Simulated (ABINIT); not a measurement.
# GaN (P6_3mc) in ABINIT: notebook

Runs on GaN. Level: PBE. Tasks: single point.

All numbers are computed with ABINIT 10.8.3 (patched build); they aren't measurements. Logs are shortened: lines on timing, memory, paths and dates and some standing lists are left out, and cuts for length are marked. The log counts tension as positive stress, the text compression.

**Measured values to compare with.**

From “Studying electronic properties in GaN without electrical contacts using γ-γ vs e−-γ Perturbed Angular Correlations”, 2019, pmc:6823545, for a bulk crystal of GaN: band gap 3.503 ± 0.005 eV (direct).

The runs below are set against these values where they give the same quantity.

**1. The structure**

It takes space group P6_3mc (No. 186, hexagonal). Conventional cell: a = 3.180 Å, b = 3.180 Å, c = 5.166 Å, α = 90.00°, β = 90.00°, γ = 120.00°. Ga (site symmetry 3m) has 4 N at 1.94 to 1.95 Å as nearest neighbours. Around N (site symmetry 3m) lie 4 Ga at 1.94 to 1.95 Å.

**2. Single point, PBE**

run.abi

```
pp_dirpath "./"
pseudos "Ga.GGA_PBE-JTH.xml, N.GGA_PBE-JTH.xml"

acell 3*1.0
rprim
     6.0093290763     0.0000000000     0.0000000000
    -3.0046645382     5.2042316397     0.0000000000
     0.0000000000     0.0000000000     9.7623251598
ntypat 2
znucl 31 7
natom 4
typat 1 1 2 2
xred
     0.6666666667     0.3333333333     0.5000000000
     0.3333333333     0.6666666667     0.0000000000
     0.6666666667     0.3333333333     0.8750000000
     0.3333333333     0.6666666667     0.3750000000

ecut 26.0
pawecutdg 48.0
pawxcdev 0

kptopt 1
ngkpt 10 10 5
nshiftk 1
shiftk 0.0 0.0 0.0

ixc 11

nband 22
occopt 3
tsmear 0.05 eV

nstep 100
tolvrs 1.0e-9

iomode 3
prtwf 0
prtden 0
prteig 0
prtebands 0
enunit 2
```

Potentials or basis: JTH PAW PBE v2.0.

Started as:

```
$ abinit run.abi > log 2>&1
```

run.abo:

```text
.Version 10.8.3 of ABINIT
 Symmetries : space group P6_3 m c (#186); Bravais hP (primitive hexag.)
================================================================================
 Values of the parameters that define the memory need of the present run
     intxc =       0    ionmov =       0      iscf =      17    lmnmax =      18
     lnmax =       6     mgfft =      48  mpssoang =       3    mqgrid =    3045
     natom =       4  nloc_mem =       2    nspden =       1   nspinor =       1
    nsppol =       1      nsym =      12    n1xccc =       1    ntypat =       2
    occopt =       3   xclevel =       2
       mpw =        1948          nfft =       43200          nkpt =          42
 PAW method is used; the additional fine FFT grid is defined by:
   mgfftf=        64    nfftf =    102400
================================================================================
================================================================================

--------------------------------------------------------------------------------
------------- Echo of variables that govern the present computation ------------
--------------------------------------------------------------------------------
 -outvars: echo values of preprocessed input variables --------
            acell      1.0000000000E+00  1.0000000000E+00  1.0000000000E+00 Bohr
              amu      6.97230000E+01  1.40067400E+01
             ecut      2.60000000E+01 Hartree
           enunit           2
              ixc          11
         kptrlatt       10    0    0      0   10    0      0    0    5
          kptrlen      4.88116258E+01
            natom           4
            nband          22
            ngfft          30      30      48
          ngfftdg          40      40      64
             nkpt          42
            nstep         100
             nsym          12
           ntypat           2
           occopt           3
        pawecutdg      4.80000000E+01 Hartree
         pawxcdev           0
           prtden           0
        prtebands           0
           prteig           0
            prtwf           0
            rprim      6.0093290763E+00  0.0000000000E+00  0.0000000000E+00
                      -3.0046645382E+00  5.2042316397E+00  0.0000000000E+00
                       0.0000000000E+00  0.0000000000E+00  9.7623251598E+00
          spgroup         186
           tolvrs      1.00000000E-09
           tsmear      1.83746611E-03 Hartree
            typat      1  1  2  2
           useylm           1
           xangst      1.5899999989E+00  9.1798692737E-01  2.5829999982E+00
                      -1.7639790514E-11  1.8359738547E+00  0.0000000000E+00
                       1.5899999989E+00  9.1798692737E-01  4.5202499969E+00
                      -1.7639790514E-11  1.8359738547E+00  1.9372499987E+00
            xcart      3.0046645381E+00  1.7347438799E+00  4.8811625799E+00
                      -3.3334372990E-11  3.4694877598E+00  0.0000000000E+00
                       3.0046645381E+00  1.7347438799E+00  8.5420345148E+00
                      -3.3334372990E-11  3.4694877598E+00  3.6608719349E+00
             xred      6.6666666667E-01  3.3333333333E-01  5.0000000000E-01
[... 173 lines left out ...]
   0.21730    0.21730    0.28933    0.37501    0.55724    0.58168
      occupation numbers for kpt#   1
   2.00000    2.00000    2.00000    2.00000    2.00000    2.00000    2.00000    2.00000
   2.00000    2.00000    2.00000    2.00000    2.00000    2.00000    2.00000    2.00000
   2.00000    2.00000    0.00000    0.00000    0.00000    0.00000
 prteigrs : prtvol=0 or 1, do not print more k-points.

 Fermi (or HOMO) energy (eV) =   6.92934   Average Vxc (eV)= -10.79075
 Eigenvalues (   eV  ) for nkpt=  42  k points:
 kpt#   1, nband= 22, wtk=  0.00200, kpt=  0.0000  0.0000  0.0000 (reduced coord)
 -10.16381   -9.20449   -7.55391   -7.53260   -7.53260   -7.46873   -7.46873   -7.27854
  -7.27854   -7.17542   -7.17542   -5.92853   -1.23559    4.84896    4.84896    5.85336
   5.91293    5.91293    7.87302   10.20465   15.16328   15.82823
 prteigrs : prtvol=0 or 1, do not print more k-points.

--- !EnergyTerms
iteration_state     : {dtset: 1, }
comment             : Components of total free energy in Hartree
kinetic             :  2.18407837900643E+01
hartree             :  4.67044012366920E+01
xc                  : -8.69082375017088E+00
Ewald energy        : -1.17003474184010E+02
psp_core            :  6.29929879896753E+00
local_psp           : -1.29615931467336E+02
PAW spherical_terms :  2.18833717734427E+00
internal            : -1.78277408398449E+02
'-kT*entropy'       : -1.97099142816646E-12
total_energy        : -1.78277408398451E+02
total_energy_eV     : -4.85117541886274E+03
...

--- !EnergyTermsDC
iteration_state     : {dtset: 1, }
comment             : '"Double-counting" decomposition of free energy'
band_energy         : -5.38084968762894E+00
Ewald energy        : -1.17003474184010E+02
psp_core            :  6.29929879896753E+00
xc_dc               : -4.48529119999344E+01
PAW spherical_terms : -1.73394643914899E+01
internal            : -1.78277401464096E+02
'-kT*entropy'       : -1.97099142816646E-12
total_energy_dc     : -1.78277401464098E+02
total_energy_dc_eV  : -4.85117523016938E+03
...

--- !EnergyTermsWithPAWCore
iteration_state     : {dtset: 1, }
comment             : 'Components of total free energy, including PAW core contributions'
Total energy        : -3.99767213292236E+03
Total energy DC     : -3.99767212598801E+03
Total energy (eV)   : -1.08782200493745E+05
Total energy DC (eV): -1.08782200305052E+05
...

 Cartesian components of stress tensor (hartree/bohr^3)
  sigma(1 1)= -2.41106348E-04  sigma(3 2)=  0.00000000E+00
  sigma(2 2)= -2.41106348E-04  sigma(3 1)=  0.00000000E+00
  sigma(3 3)= -3.14656171E-04  sigma(2 1)=  1.95909657E-13

-Cartesian components of stress tensor (GPa)         [Pressure=  7.8149E+00 GPa]
- sigma(1 1)= -7.09359367E+00  sigma(3 2)=  0.00000000E+00
- sigma(2 2)= -7.09359365E+00  sigma(3 1)=  0.00000000E+00
- sigma(3 3)= -9.25750417E+00  sigma(2 1)=  5.76386110E-09

== END DATASET(S) ==============================================================
================================================================================

 -outvars: echo values of variables after computation  --------
            acell      1.0000000000E+00  1.0000000000E+00  1.0000000000E+00 Bohr
           etotal     -1.7827740146E+02
            fcart      2.6884650739E-28 -5.1739534468E-29 -2.6783962384E-03
                       2.6884650739E-28  3.6217674130E-28 -2.6783962384E-03
                      -8.9615502462E-29  5.6913487918E-28  2.6783962384E-03
                      -4.4807751231E-28 -8.7957208601E-28  2.6783962384E-03
            rprim      6.0093290763E+00  0.0000000000E+00  0.0000000000E+00
                      -3.0046645382E+00  5.2042316397E+00  0.0000000000E+00
                       0.0000000000E+00  0.0000000000E+00  9.7623251598E+00
           strten     -2.4110634824E-04 -2.4110634765E-04 -3.1465617125E-04
                       0.0000000000E+00  0.0000000000E+00  1.9590965678E-13
           xangst      1.5899999989E+00  9.1798692737E-01  2.5829999982E+00
                      -1.7639790514E-11  1.8359738547E+00  0.0000000000E+00
                       1.5899999989E+00  9.1798692737E-01  4.5202499969E+00
                      -1.7639790514E-11  1.8359738547E+00  1.9372499987E+00
             xred      6.6666666667E-01  3.3333333333E-01  5.0000000000E-01
                       3.3333333333E-01  6.6666666667E-01  0.0000000000E+00
                       6.6666666667E-01  3.3333333333E-01  8.7500000000E-01
                       3.3333333333E-01  6.6666666667E-01  3.7500000000E-01
 Calculation completed.
```

Run time: 74 s. Hardware: 1 thread of Arm Neoverse V1, shared host; peak memory 0.16 GiB.

What came out:

```yaml
Free_energy: -4851.1752 eV
Pressure: 7.8 GPa
Largest_force: 0.138 eV/Å
Band_gap_on_the_k_mesh: 1.96 eV, direct
Valence_electrons_inside_the_program's_atomic_spheres: Ga 11.19; N 2.56
```

Forces in eV/Å, atoms in the order of the input:
```
Ga   0.000  0.000 -0.138
Ga   0.000  0.000 -0.138
N    0.000  0.000  0.138
N    0.000  0.000  0.138
```

Stress tensor (GPa, compression positive):
```
7.09 0.00 0.00
0.00 7.09 0.00
0.00 0.00 9.26
```

**3. Single point, PBE**

Edit run.abi of step 2 so:

```diff
@@ -1,3 +1,3 @@
 pp_dirpath "./"
-pseudos "Ga.GGA_PBE-JTH.xml, N.GGA_PBE-JTH.xml"
+pseudos "Ga.GGA_PBE-ansatz.xml, N.GGA_PBE-ansatz.xml"
 
@@ -18,5 +18,6 @@
 
-ecut 26.0
-pawecutdg 48.0
+ecut 16.0
+pawecutdg 32.0
 pawxcdev 0
+pawovlp 30
```

Potentials or basis: Ansatz PAW PBE default generated set, frozen core.

Started as:

```
$ abinit run.abi > log 2>&1
```

It took 77 s on 1 thread of Arm Neoverse V1, shared host; peak memory 0.27 GiB.

The run converged. Its results:

| Property | Result |
| --- | --- |
| Free energy | -4851.1194 eV |
| Pressure | 7.0 GPa |
| Largest force | 0.137 eV/Å |
| Band gap on the k mesh | 1.97 eV, direct |

Forces on the atoms (eV/Å):
```
Ga   0.000  0.000 -0.137
Ga   0.000  0.000 -0.137
N    0.000  0.000  0.137
N    0.000  0.000  0.137
```

Stress tensor (GPa, compression positive):
```
6.26 0.00 0.00
0.00 6.26 0.00
0.00 0.00 8.41
```

Levels at points of the mesh, in eV from the valence-band top:
| k point | band 14 | band 15 | band 16 | band 17 | band 18 | band 19 | band 20 | band 21 | band 22 |
| --- | --- | --- | --- | --- | --- | --- | --- | --- | --- |
| (0.00, 0.00, 0.00) | -1.06 | -1.06 | -0.06 | 0.00 | 0.00 | 1.97 | 4.30 | 9.26 | 9.93 |
| (0.50, 0.00, 0.00) | -5.29 | -4.27 | -2.78 | -2.26 | -0.99 | 5.08 | 5.61 | 6.08 | 8.67 |

Caveat: the atomic spheres overlap.

**4. Comparison with measurements**

Step 2. A measured gap of GaN is 3.503 eV (direct; quoted in “Studying electronic properties in GaN without electrical contacts using γ-γ vs e−-γ Perturbed Angular Correlations”, 2019, pmc:6823545); the calculated 1.96 eV misses it by -1.54 eV. Spin-orbit coupling on Ga is left out. The value is that of PBE, without temperature or zero-point motion. Semilocal functionals fall short of measured gaps as a rule.

Step 3. A measured gap of GaN is 3.503 eV (direct; quoted in “Studying electronic properties in GaN without electrical contacts using γ-γ vs e−-γ Perturbed Angular Correlations”, 2019, pmc:6823545); the calculated 1.97 eV misses it by -1.54 eV. Spin-orbit coupling on Ga is left out. The value is that of PBE, without temperature or zero-point motion. Semilocal functionals fall short of measured gaps as a rule.
